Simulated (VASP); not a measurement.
# CaSe (Fm-3m) in VASP: further runs

The runs below take CaSe through single point, with PBEsol, PBE.

Everything below comes from runs of VASP 6.6.1. Logs are shortened: lines on timing, memory, paths and dates and some standing lists are left out, and cuts for length are marked.

**The experiment to reproduce.**

A printed reference work, monograph, original work of 1988 reports, for a bulk crystal of CaSe at 2 K: band gap 3.85 eV (indirect).

How close the calculation comes is told below.

**1. The structure**

Symmetry: Fm-3m, No. 225, cubic system. The conventional cell has a = 5.912 Å, b = 5.912 Å, c = 5.912 Å, α = 90.00°, β = 90.00°, γ = 90.00°. Se (site symmetry m-3m) has 6 Ca at 2.96 Å as nearest neighbours. Around Ca (site symmetry m-3m) lie 6 Se at 2.96 Å.

**2. Single point, PBEsol**

INCAR reads:

```
  PREC = Accurate
  ENCUT = 520
  EDIFF = 1E-7
  ISMEAR = -1
  SIGMA = 0.05
  LREAL = F
  LASPH = T
  NELM = 60
  ALGO = Normal
  ISIF = 2
  LWAVE = F
  LCHARG = F
  GGA = PS
  NBANDS = 15
```

KPOINTS reads:

```
Automatic mesh
0
Gamma
  8 8 8
```

POSCAR reads:

```
CaSe
1.0
    0.0000000000      2.9560000000      2.9560000000
    2.9560000000      0.0000000000      2.9560000000
    2.9560000000      2.9560000000      0.0000000000
Se Ca
1 1
Direct
    0.5000000000      0.5000000000      0.5000000000
    0.0000000000      0.0000000000      0.0000000000
```

Potentials or basis: VASP PAW PBE potentials, release 64 (Se, Ca_sv).

Started as:

```sh
> cat potpaw_PBE.64/Se/POTCAR potpaw_PBE.64/Ca_sv/POTCAR > POTCAR
> mpirun -np 1 vasp_std > vasp.out
```

OUTCAR:

```text
PREC = Accurate
   ENCUT = 520
   EDIFF = 1E-7
   ISMEAR = -1
   LREAL = F
   LASPH = T
   NELM = 60
   ISIF = 2
   GGA = PS

 ion  position               nearest neighbor table
   1  0.500  0.500  0.500-   2 2.96   2 2.96   2 2.96   2 2.96   2 2.96   2 2.96
   2  0.000  0.000  0.000-   1 2.96   1 2.96   1 2.96   1 2.96   1 2.96   1 2.96

  LATTYP: Found a face centered cubic cell.
 ALAT       =     5.9120000000

  Lattice vectors:

 A1 = (   0.0000000000,   2.9560000000,   2.9560000000)
 A2 = (   2.9560000000,   0.0000000000,   2.9560000000)
 A3 = (   2.9560000000,   2.9560000000,   0.0000000000)

Analysis of symmetry for initial positions (statically):
=====================================================================
 Subroutine PRICEL returns:
 Original cell was already a primitive cell.

 Routine SETGRP: Setting up the symmetry group for a
 face centered cubic supercell.

 Subroutine GETGRP returns: Found 48 space group operations
 (whereof 48 operations were pure point group operations)
 out of a pool of 48 trial point group operations.

The static configuration has the point symmetry O_h .

Analysis of symmetry for dynamics (positions and initial velocities):
=====================================================================
 Subroutine PRICEL returns:
 Original cell was already a primitive cell.

 Routine SETGRP: Setting up the symmetry group for a
 face centered cubic supercell.

 Subroutine GETGRP returns: Found 48 space group operations
 (whereof 48 operations were pure point group operations)
 out of a pool of 48 trial point group operations.

The dynamic configuration has the point symmetry O_h .

 Subroutine INISYM returns: Found 48 space group operations
 (whereof 48 operations are pure point group operations),
 and found     1 'primitive' translations

----------------------------------------------------------------------------------------

                                     Primitive cell

  volume of cell :      51.6587

  direct lattice vectors                    reciprocal lattice vectors
     0.000000000  2.956000000  2.956000000    -0.169147497  0.169147497  0.169147497
     2.956000000  0.000000000  2.956000000     0.169147497 -0.169147497  0.169147497
     2.956000000  2.956000000  0.000000000     0.169147497  0.169147497 -0.169147497

  length of vectors
     4.180415290  4.180415290  4.180415290     0.292972058  0.292972058  0.292972058

  position of ions in fractional coordinates (direct lattice)
     0.500000000  0.500000000  0.500000000
     0.000000000  0.000000000  0.000000000

  ion indices of the primitive-cell ions
   primitive index   ion index
                 1           1
                 2           2

----------------------------------------------------------------------------------------

 KPOINTS: Automatic mesh

Automatic generation of k-mesh.
 Grid dimensions read from file:
 generate k-points for:    8    8    8

 Generating k-lattice:

  Cartesian coordinates                     Fractional coordinates (reciprocal lattice)
    -0.021143437  0.021143437  0.021143437     0.125000000  0.000000000  0.000000000
     0.021143437 -0.021143437  0.021143437     0.000000000  0.125000000  0.000000000
     0.021143437  0.021143437 -0.021143437     0.000000000  0.000000000  0.125000000

  Length of vectors
     0.036621507  0.036621507  0.036621507

  Shift w.r.t. Gamma in fractional coordinates (k-lattice)
     0.000000000  0.000000000  0.000000000

 Subroutine IBZKPT returns following result:
 ===========================================

 Found     29 irreducible k-points:

 Following reciprocal coordinates:
            Coordinates               Weight
  0.000000  0.000000  0.000000      1.000000
  0.125000  0.000000  0.000000      8.000000
  0.250000  0.000000  0.000000      8.000000
  0.375000  0.000000  0.000000      8.000000
  0.500000  0.000000  0.000000      4.000000
  0.125000  0.125000  0.000000      6.000000
[... 16 lines left out ...]
  0.500000  0.250000  0.125000     48.000000
 -0.375000  0.250000  0.125000     24.000000
 [... further k-points ...]
   k-points           NKPTS =     29   k-points in BZ     NKDIM =     29   number of bands    NBANDS=     15
   number of dos      NEDOS =    301   number of ions     NIONS =      2
   total plane-waves  NPLWV =  32768
   dimension x,y,z NGX =    32 NGY =   32 NGZ =   32
   dimension x,y,z NGXF=    64 NGYF=   64 NGZF=   64
   ions per type =               1   1
   NGX,Y,Z   is equivalent  to a cutoff of  12.73, 12.73, 12.73 a.u.
   NGXF,Y,Z  is equivalent  to a cutoff of  25.45, 25.45, 25.45 a.u.
 SYSTEM =  unknown system
   PREC   = accura    normal or accurate (medium, high low for compatibility)
   ISTART =      0    job   : 0-new  1-cont  2-samecut
   ICHARG =      2    charge: 1-file 2-atom 10-const
   ISPIN  =      1    spin polarized calculation?
   LNONCOLLINEAR =      F non collinear calculations
   LSORBIT =      F    spin-orbit coupling
   LASPH  =      T    aspherical Exc in radial PAW
   ENCUT  =  520.0 eV  38.22 Ry    6.18 a.u.   7.77  7.77  7.77*2*pi/ulx,y,z
   NELM   =     60;   NELMIN=  2; NELMDL= -5     # of ELM steps
   EDIFF  = 0.1E-06   stopping-criterion for ELM
   LREAL  =      F    real-space projection
   EDIFFG = 0.1E-05   stopping-criterion for IOM
   NSW    =      0    number of steps for IOM
   IBRION =     -1    ionic relax: 0-MD 1-quasi-New 2-CG
   NFREE  =      0    steps in history (QN), initial steepest desc. (CG)
   ISIF   =      2    stress and relaxation
   ISYM   =      2    0-nonsym 1-usesym 2-fastsym
   POTIM  = 0.5000    time-step for ionic-motion
   TEBEG  =    0.0;   TEEND  =   0.0 temperature during run
   PSTRESS=    0.0 pullay stress
   NELECT =      16.0000    total number of electrons
   NUPDOWN=      -1.0000    fix difference up-down
   EMIN   =  10.00;   EMAX   =-10.00  energy-range for DOS
   EFERMI =   0.00;   METHOD = LEGACY
   ISMEAR =    -1;   SIGMA  =   0.05  broadening in eV -4-tet -1-fermi 0-gaus
   EFERMI_NEDOS =   21; number of points for ismear=-14 and -15
   IALGO  =     38    algorithm
   IMIX   =      4    mixing-type and parameters
     AMIX     =   0.40;   BMIX     =  1.00
     AMIX_MAG =   1.60;   BMIX_MAG =  1.00
  volume/ion in A,a.u.               =      25.83       174.30
  Fermi-wavevector in a.u.,A,eV,Ry     =   1.107645  2.093145 16.692666  1.226876
  Thomas-Fermi vector in A             =   2.244161
   LORBIT       =      0    0 simple, 1 ext, 2 COOP (PROOUT), +10 PAW based schemes
   GGA     = PS    functional components
   LHFCALC =     F    Hartree Fock is set to
   AEXX    =    0.0000 exact exchange contribution
   IVDW    =     0    specifies the selected vdW correction
   LEPSILON=     F    determine dielectric tensor
   LRPA    =     F    only Hartree local field effects (RPA)
 non-spin polarized calculation
  energy-cutoff  :      520.00
  volume of cell :       51.66
 maximum number of plane-waves:      1411
   NGX = 15   NGY = 15   NGZ = 15

 number of electron      15.9999998 magnetization

 Free energy of the ion-electron system (eV)
  ---------------------------------------------------
  ext. energy  EPLUGINS =         0.00000000
  ---------------------------------------------------
  free energy    TOTEN  =       -10.07167873 eV

  energy without entropy =      -10.07167873  energy(sigma->0) =      -10.07167873

 E-fermi :   3.3042     XC(G=0):  -9.3339

 val. band max:        2.3540630073   @ k =   0.0000   0.0000   0.0000
 cond. band min:       4.2769936458   @ k =   0.5000   0.5000   0.0000
 fundamental gap:      1.9229306385
 Fermi energy:         3.3041734001

 k-point     1 :       0.0000    0.0000    0.0000
  band No.  band energies     occupation
      1     -37.1814      2.00000
      2     -18.2563      2.00000
      3     -18.2563      2.00000
      4     -18.2563      2.00000
      5      -9.4765      2.00000
      6       2.3541      2.00000
      7       2.3541      2.00000
      8       2.3541      2.00000
      9       5.5452      0.00000
     10       6.0020      0.00000
     11       6.0020      0.00000
     12       6.0020      0.00000
     13       6.6050      0.00000
     14       6.6050      0.00000
     15      11.8921      0.00000

 k-point     2 :       0.1250    0.0000    0.0000
  band No.  band energies     occupation
      1     -37.1803      2.00000
      2     -18.2744      2.00000
      3     -18.2575      2.00000
      4     -18.2575      2.00000
      5      -9.3818      2.00000
      6       1.5623      2.00000
      7       2.1089      2.00000
      8       2.1089      2.00000
      9       5.8689      0.00000
     10       6.2182      0.00000
     11       6.2182      0.00000
     12       6.5775      0.00000
     13       7.0162      0.00000
     14       7.0162      0.00000
     15      12.1119      0.00000

 k-point     3 :       0.2500    0.0000    0.0000
  band No.  band energies     occupation
      1     -37.1778      2.00000
      2     -18.3173      2.00000
      3     -18.2604      2.00000
      4     -18.2604      2.00000
      5      -9.1415      2.00000
      6       0.3055      2.00000
      7       1.6404      2.00000
      8       1.6404      2.00000
      9       5.9827      0.00000
     10       6.7452      0.00000
     11       6.7452      0.00000
     12       8.0051      0.00000
     13       8.0208      0.00000
     14       8.0208      0.00000
     15      11.7003      0.00000
[... 343 lines left out ...]
 k-point    23 :       0.5000    0.2500    0.1250
  band No.  band energies     occupation
      1     -37.1739      2.00000
      2     -18.3447      2.00000
      3     -18.2888      2.00000
      4     -18.2706      2.00000
      5      -8.8525      2.00000
      6      -0.3858      2.00000
      7       0.8897      2.00000
      8       1.1881      2.00000
      9       6.1723      0.00000
     10       7.5258      0.00000
     11       7.8340      0.00000
     12       8.0049      0.00000
     13       8.4362      0.00000
     14      10.0872      0.00000
     15      10.3587      0.00000

 k-point    24 :      -0.3750    0.2500    0.1250
  band No.  band energies     occupation
      1     -37.1731      2.00000
      2     -18.3539      2.00000
      3     -18.2907      2.00000
      4     -18.2739      2.00000
      5      -8.7807      2.00000
      6      -0.5288      2.00000
      7       0.6944      2.00000
      8       1.0971      2.00000
      9       6.7621      0.00000
     10       7.0614      0.00000
     11       8.0663      0.00000
     12       8.3306      0.00000
     13       8.6864      0.00000
     14       9.5445      0.00000
     15      10.9430      0.00000

 [... further k-points ...]
[... 5 lines left out ...]
  --------------------------------------------------------------------------------------
  -------------------------------------------------------------------------------------
  Total       -0.2948423     -0.2948423     -0.2948423      0.0000000     -0.0000000      0.0000000
  in kB       -9.1444400     -9.1444400     -9.1444400      0.0000000     -0.0000000      0.0000000
  external PRESSURE =      -9.1444400 kB  Pullay stress =       0.0000000 kB

 VOLUME and BASIS-vectors are now :
 -----------------------------------------------------------------------------
  energy-cutoff  :      520.00
  volume of cell :       51.66
      direct lattice vectors                 reciprocal lattice vectors
     0.000000000  2.956000000  2.956000000    -0.169147497  0.169147497  0.169147497
     2.956000000  0.000000000  2.956000000     0.169147497 -0.169147497  0.169147497
     2.956000000  2.956000000  0.000000000     0.169147497  0.169147497 -0.169147497

 POSITION                                       TOTAL-FORCE (eV/Angst)
 -----------------------------------------------------------------------------------
      2.95600      2.95600      2.95600         0.000000      0.000000     -0.000000
      0.00000      0.00000      0.00000         0.000000     -0.000000      0.000000
 -----------------------------------------------------------------------------------
    total drift:                                0.000000     -0.000000     -0.000000

  FREE ENERGIE OF THE ION-ELECTRON SYSTEM (eV)
  ---------------------------------------------------
  free  energy   TOTEN  =       -10.0716787282 eV

  energy  without entropy=      -10.0716787281  energy(sigma->0) =      -10.07167873
```

It took 20 s on 1 thread of Intel Xeon Platinum 8488C (Sapphire Rapids), shared host; peak memory 0.18 GiB.

Results:

| Property | Result |
| --- | --- |
| Free energy | -10.0717 eV |
| Pressure | -0.9 GPa |
| Band gap on the k mesh | 1.92 eV, indirect (least direct gap 2.87 eV) |

Levels at points of the mesh, in eV from the valence-band top:
| k point | band 6 | band 7 | band 8 | band 9 | band 10 | band 11 |
| --- | --- | --- | --- | --- | --- | --- |
| (0.00, 0.00, 0.00) | 0.00 | 0.00 | 0.00 | 3.19 | 3.65 | 3.65 |
| (0.50, 0.00, 0.00) | -3.34 | -1.22 | -1.22 | 4.38 | 5.45 | 5.49 |
| (0.50, 0.50, 0.00) | -2.56 | -0.95 | -0.95 | 1.92 | 4.94 | 5.04 |

Caveat: the PAW data sets were made with another functional, which shifts forces and pressure a little.

[end of part 1 of 2]
